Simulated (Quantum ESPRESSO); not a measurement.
# AlN (P6_3mc) in Quantum ESPRESSO: convergence with smearing width

Aim: find how far smearing width must go before the results for AlN settle, at PBEsol. This setting moves, with any that are tied to it; all else stays.

Program: Quantum ESPRESSO 7.5. These are calculated values, not measurements. Logs are shortened: lines on timing, memory, paths and dates and some standing lists are left out, and cuts for length are marked.

## (1) The structure

Symmetry: P6_3mc, No. 186, hexagonal system. The conventional cell has a = 3.113 Å, b = 3.113 Å, c = 4.981 Å, α = 90.00°, β = 90.00°, γ = 120.00°. Al (site symmetry 3m) has 4 N at 1.89 Å as nearest neighbours. N (site symmetry 3m) is surrounded by 4 Al at 1.89 Å.

## (2) With smearing width 0.5 eV

File pw.in:

```
&CONTROL
  calculation = 'scf'
  prefix = 'pwscf'
  outdir = './tmp'
  pseudo_dir = './pseudo'
  tprnfor = .true.
  tstress = .true.
  disk_io = 'nowf'
/
&SYSTEM
  ibrav = 0
  nat = 4
  ntyp = 2
  ecutwfc = 84
  nbnd = 14
  occupations = 'smearing'
  smearing = 'mv'
  degauss = 0.03674932
/
&ELECTRONS
  conv_thr = 8d-10
  electron_maxstep = 120
  mixing_beta = 0.5
/
ATOMIC_SPECIES
Al    26.9815 Al.upf
N     14.0070 N.upf
CELL_PARAMETERS angstrom
   3.1130000000    0.0000000000    0.0000000000
  -1.5565000000    2.6959370820    0.0000000000
   0.0000000000    0.0000000000    4.9810000000
ATOMIC_POSITIONS crystal
Al     0.6666666667    0.3333333333    0.5000000000
Al     0.3333333333    0.6666666667    0.0000000000
N      0.6666666667    0.3333333333    0.8800000000
N      0.3333333333    0.6666666667    0.3800000000
K_POINTS automatic
10 10 6 0 0 0
```

Potentials or basis: PseudoDojo 0.4 SR PBEsol stringent.

On the command line:

```sh
$ OMP_NUM_THREADS=1 pw.x -in pw.in > pw.out
```

Run time: 49 s. Hardware: 1 thread of Arm Neoverse V1, shared host; peak memory 0.1 GiB.

What came out:

| Property | Result |
| --- | --- |
| Free energy | -694.7064 eV |
| Pressure | 0.1 GPa |
| Largest force | 0.132 eV/Å |
| Band gap on the k mesh | 4.14 eV, direct |

## (3) With smearing width 0.3 eV

Changes to pw.in since step 2:

```diff
@@ -17,3 +17,3 @@
   smearing = 'mv'
-  degauss = 0.03674932
+  degauss = 0.02204959
 /
```

Potentials or basis: PseudoDojo 0.4 SR PBEsol stringent.

On the command line:

```sh
$ OMP_NUM_THREADS=1 pw.x -in pw.in > pw.out
```

Wall time 49 s (1 thread of Arm Neoverse V1, shared host); peak memory 0.1 GiB.

What came out:

```
Free energy            : -694.7064 eV
Pressure               : 0.1 GPa
Largest force          : 0.132 eV/Å
Band gap on the k mesh : 4.14 eV, direct
```

## (4) With smearing width 0.2 eV

Changes to pw.in since step 3:

```diff
@@ -17,3 +17,3 @@
   smearing = 'mv'
-  degauss = 0.02204959
+  degauss = 0.01469973
 /
```

On the command line:

```sh
$ OMP_NUM_THREADS=1 pw.x -in pw.in > pw.out
```

Run time: 49 s. Hardware: 1 thread of Arm Neoverse V1, shared host; peak memory 0.1 GiB.

What came out:

```yaml
Free_energy: -694.7064 eV
Pressure: 0.1 GPa
Largest_force: 0.132 eV/Å
Band_gap_on_the_k_mesh: 4.14 eV, direct
```

## (5) With smearing width 0.136 eV

Changes to pw.in since step 4:

```diff
@@ -17,3 +17,3 @@
   smearing = 'mv'
-  degauss = 0.01469973
+  degauss = 0.00999582
 /
```

On the command line:

```sh
$ OMP_NUM_THREADS=1 pw.x -in pw.in > pw.out
```

Run time: 49 s. Hardware: 1 thread of Arm Neoverse V1, shared host; peak memory 0.1 GiB.

What came out:

```yaml
Free_energy: -694.7064 eV
Pressure: 0.1 GPa
Largest_force: 0.132 eV/Å
Band_gap_on_the_k_mesh: 4.14 eV, direct
```

## (6) With smearing width 0.1 eV

Changes to pw.in since step 5:

```diff
@@ -17,3 +17,3 @@
   smearing = 'mv'
-  degauss = 0.00999582
+  degauss = 0.00734986
 /
```

Potentials or basis: PseudoDojo 0.4 SR PBEsol stringent.

On the command line:

```sh
$ OMP_NUM_THREADS=1 pw.x -in pw.in > pw.out
```

Run time: 49 s. Hardware: 1 thread of Arm Neoverse V1, shared host; peak memory 0.1 GiB.

Results (log left out):

```
Free energy            : -694.7064 eV
Pressure               : 0.1 GPa
Largest force          : 0.132 eV/Å
Band gap on the k mesh : 4.14 eV, direct
```

## (7) With smearing width 0.05 eV

Changes to pw.in since step 6:

```diff
@@ -17,3 +17,3 @@
   smearing = 'mv'
-  degauss = 0.00734986
+  degauss = 0.00367493
 /
```

On the command line:

```sh
$ OMP_NUM_THREADS=1 pw.x -in pw.in > pw.out
```

Wall time 49 s (1 thread of Arm Neoverse V1, shared host); peak memory 0.1 GiB.

Results (log left out):

| Item | Value |
| --- | --- |
| Free energy | -694.7064 eV |
| Pressure | 0.1 GPa |
| Largest force | 0.132 eV/Å |
| Band gap on the k mesh | 4.14 eV, direct |

## (8) With smearing width 0.025 eV

Changes to pw.in since step 7:

```diff
@@ -17,3 +17,3 @@
   smearing = 'mv'
-  degauss = 0.00367493
+  degauss = 0.00183747
 /
```

On the command line:

```sh
$ OMP_NUM_THREADS=1 pw.x -in pw.in > pw.out
```

Run time: 49 s. Hardware: 1 thread of Arm Neoverse V1, shared host; peak memory 0.1 GiB.

It converged, with:

```yaml
Free_energy: -694.7064 eV
Pressure: 0.1 GPa
Largest_force: 0.132 eV/Å
Band_gap_on_the_k_mesh: 4.14 eV, direct
```

## (9) With smearing width 0.01 eV

Changes to pw.in since step 8:

```diff
@@ -17,3 +17,3 @@
   smearing = 'mv'
-  degauss = 0.00183747
+  degauss = 0.00073499
 /
```

Potentials or basis: PseudoDojo 0.4 SR PBEsol stringent.

On the command line:

```sh
$ OMP_NUM_THREADS=1 pw.x -in pw.in > pw.out
```

pw.out:

```text
This program is part of the open-source Quantum ESPRESSO suite
     for quantum simulation of materials; please cite
[... 9 lines left out ...]
     --------------------
     sticks:   dense  smooth     PW     G-vecs:    dense   smooth      PW
     Sum         805     805    241                29383    29383    4661

     Using Slab Decomposition

     bravais-lattice index     =            0
     lattice parameter (alat)  =       5.8827  a.u.
     unit-cell volume          =     282.0993 (a.u.)^3
     number of atoms/cell      =            4
     number of atomic types    =            2
     number of electrons       =        16.00
     number of Kohn-Sham states=           14
     kinetic-energy cutoff     =      84.0000  Ry
     charge density cutoff     =     336.0000  Ry
     scf convergence threshold =      8.0E-10
     mixing beta               =       0.5000
     number of iterations used =            8  plain     mixing
     Exchange-correlation= PBESOL
                           (   1   4  10   8   0   0   0)

     celldm(1)=   5.882717  celldm(2)=   0.000000  celldm(3)=   0.000000
     celldm(4)=   0.000000  celldm(5)=   0.000000  celldm(6)=   0.000000

     crystal axes: (cart. coord. in units of alat)
               a(1) = (   1.000000   0.000000   0.000000 )
               a(2) = (  -0.500000   0.866025   0.000000 )
               a(3) = (   0.000000   0.000000   1.600064 )

     reciprocal axes: (cart. coord. in units 2 pi/alat)
               b(1) = (  1.000000  0.577350 -0.000000 )
               b(2) = (  0.000000  1.154701  0.000000 )
               b(3) = (  0.000000 -0.000000  0.624975 )

     PseudoPot. # 1 for Al read from file:
     Al.upf
     Pseudo is Norm-conserving + core correction, Zval =  3.0
     Generated using ONCVPSP code by D. R. Hamann
     Using radial grid of 1876 points,  6 beta functions with:
                l(1) =   0
                l(2) =   0
                l(3) =   1
                l(4) =   1
                l(5) =   2
                l(6) =   2
[... 29 lines left out ...]
        k(    3) = (   0.0000000   0.0000000   0.2083250), wk =   0.0066667
        k(    4) = (   0.0000000   0.0000000  -0.3124875), wk =   0.0033333
        k(    5) = (   0.0000000   0.1154701   0.0000000), wk =   0.0200000
        k(    6) = (   0.0000000   0.1154701   0.1041625), wk =   0.0400000
[... 48 lines left out ...]
        k(   55) = (   0.3000000   0.5196152   0.2083250), wk =   0.0400000
        k(   56) = (   0.3000000   0.5196152  -0.3124875), wk =   0.0200000

     Dense  grid:    29383 G-vectors     FFT dimensions: (  36,  36,  60)

     Initial potential from superposition of free atoms

     starting charge      15.9953, renormalised to      16.0000
     Starting wfcs are   16 randomized atomic wfcs

     Self-consistent Calculation

     iteration #  1     ecut=    84.00 Ry     beta= 0.50
     Davidson diagonalization with overlap
     ethr =  1.00E-02,  avg # of iterations =  4.2

     total energy              =     -50.71945268 Ry
     estimated scf accuracy    <       1.14148345 Ry
[... 57 lines left out ...]
     iteration # 10     ecut=    84.00 Ry     beta= 0.50
     Davidson diagonalization with overlap
     ethr =  9.80E-12,  avg # of iterations =  4.4

     End of self-consistent calculation

          k = 0.0000 0.0000 0.0000 (  3693 PWs)   bands (ev):

    -8.1201  -5.9313   0.9677   6.1739   6.1739   6.8306   6.8306   7.0109
    11.1471  13.5804  17.4926  18.0770  18.0770  20.0698
[... 108 lines left out ...]
    -5.9284  -5.5688   1.2397   1.8315   4.8623   5.2284   5.9284   5.9298
    11.8588  12.7246  15.9977  16.6974  18.2224  19.0036

          k = 0.0000-0.5774-0.3125 (  3676 PWs)   bands (ev):

    -5.7419  -5.7419   1.3789   1.3789   5.5595   5.5595   5.6440   5.6440
    12.2105  12.2105  16.1972  16.1972  18.7309  18.7309

          k = 0.1000 0.1732 0.0000 (  3675 PWs)   bands (ev):
[... 156 lines left out ...]
    -5.5673  -5.5673   2.0658   2.0658   3.3374   3.3374   6.1941   6.1941
    13.9865  13.9865  15.1671  15.1671  18.7453  18.7453

     the Fermi energy is     9.5236 ev

!    total energy              =     -51.05998040 Ry
     estimated scf accuracy    <          5.8E-10 Ry
     smearing contrib. (-TS)   =       0.00000000 Ry
     internal energy E=F+TS    =     -51.05998040 Ry

     The total energy is F=E-TS. E is the sum of the following terms:
     one-electron contribution =      -1.97364726 Ry
     hartree contribution      =      11.22371976 Ry
     xc contribution           =     -16.82360462 Ry
     ewald contribution        =     -43.48644828 Ry

     convergence has been achieved in  10 iterations

     Forces acting on atoms (cartesian axes, Ry/au):

     atom    1 type  1   force =     0.00000000    0.00000000   -0.00513673
     atom    2 type  1   force =    -0.00000000   -0.00000000   -0.00513673
     atom    3 type  2   force =     0.00000000   -0.00000000    0.00513673
     atom    4 type  2   force =     0.00000000    0.00000000    0.00513673

     Total force =     0.010273     Total SCF correction =     0.000001

     Computing stress (Cartesian axis) and pressure

          total   stress  (Ry/bohr**3)                   (kbar)     P=        1.19
  -0.00002676  -0.00000000   0.00000000           -3.94       -0.00        0.00
   0.00000000  -0.00002676   0.00000000            0.00       -3.94        0.00
   0.00000000   0.00000000   0.00007776            0.00        0.00       11.44

=------------------------------------------------------------------------------=
   JOB DONE.
=------------------------------------------------------------------------------=
```

Wall time 50 s (1 thread of Arm Neoverse V1, shared host); peak memory 0.1 GiB.

What came out:

| Quantity | Value |
| --- | --- |
| Free energy | -694.7064 eV |
| Pressure | 0.1 GPa |
| Largest force | 0.132 eV/Å |
| Band gap on the k mesh | 4.14 eV, direct |

## (10) Summary

```
smearing width  energy less the tightest run, at zero smearing (meV/atom)  SCF cycles  CPU time (s)  peak memory (GiB)
        0.5 eV                                                       0.00          10            49                0.1
        0.3 eV                                                       0.00          10            49                0.1
        0.2 eV                                                       0.00          10            49                0.1
      0.136 eV                                                       0.00          10            49                0.1
        0.1 eV                                                       0.00          10            49                0.1
       0.05 eV                                                       0.00          10            49                0.1
      0.025 eV                                                       0.00          10            49                0.1
       0.01 eV                                                       0.00          10            49                0.1
```

Against the tightest run, the energy stays within 1 meV/atom from 0.5 eV on. The tightest run that finished is the yardstick and may itself not be fully converged.

Caveats: this smearing can shift energies of a crystal with a gap.
